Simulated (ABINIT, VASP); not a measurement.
**Te2Mo: equilibrium volume by level of theory**

```
CELL_PARAMETERS angstrom
3.51820 0.00000 0.00000
-1.75910 3.04685 0.00000
0.00000 0.00000 13.97360
ATOMIC_POSITIONS crystal
Te 0.66667 0.33333 0.37900
Te 0.33333 0.66667 0.87900
Te 0.66667 0.33333 0.12100
Te 0.33333 0.66667 0.62100
Mo 0.66667 0.33333 0.75000
Mo 0.33333 0.66667 0.25000
```

```tsv
rung	level	program and potentials	cutoff (eV)	k mesh	equilibrium volume (Å³/atom)	notes
GGA	AM05	VASP, PBE PAW files Mo_sv, Te, 600 eV	600	9 × 9 × 2	25.45	potentials made for PBE
GGA	PBE	VASP, PBE PAW files Mo_sv, Te, release 54, 600 eV	600	9 × 9 × 2	27.46	-
GGA	PBEsol	ABINIT, JTH PAW PBE v2.0	408	9 × 9 × 2	24.90	potentials made for PBE
GGA	PW91	VASP, PBE PAW files Mo_sv, Te, 600 eV	600	9 × 9 × 2	27.40	potentials made for PBE
GGA + dispersion	revPBE+D3(BJ)	VASP, PBE PAW files Mo_sv, Te, 600 eV	600	7 × 7 × 2	23.15	potentials made for PBE
GGA + dispersion	revPBE+D4	VASP, PBE PAW files Mo_sv, Te, 600 eV	600	7 × 7 × 2	23.76	potentials made for PBE
GGA + dispersion	revPBE+dDsC	VASP, PBE PAW files Mo_sv, Te, 600 eV	600	7 × 7 × 2	(a)	potentials made for PBE
non-local van der Waals functional	optB88-vdW	VASP, PBE PAW files Mo_sv, Te, 600 eV	600	9 × 9 × 2	26.24	potentials made for PBE
```

Task: relaxation of cell and atoms. All rows: no spin polarisation. Meshes differ between rows, which moves values too. Meshes are those of the run's cell of 6 atoms unless a note names another. Relaxations start from the cell shown or near it and stop with a little pressure left. Runs on faulty files, with rough fits or with known faults for this quantity aren't shown. No row holds spin-orbit coupling.

Problem. Estimate the value left out from the other rows.

Solution. (a) 24.95 Å³/atom.
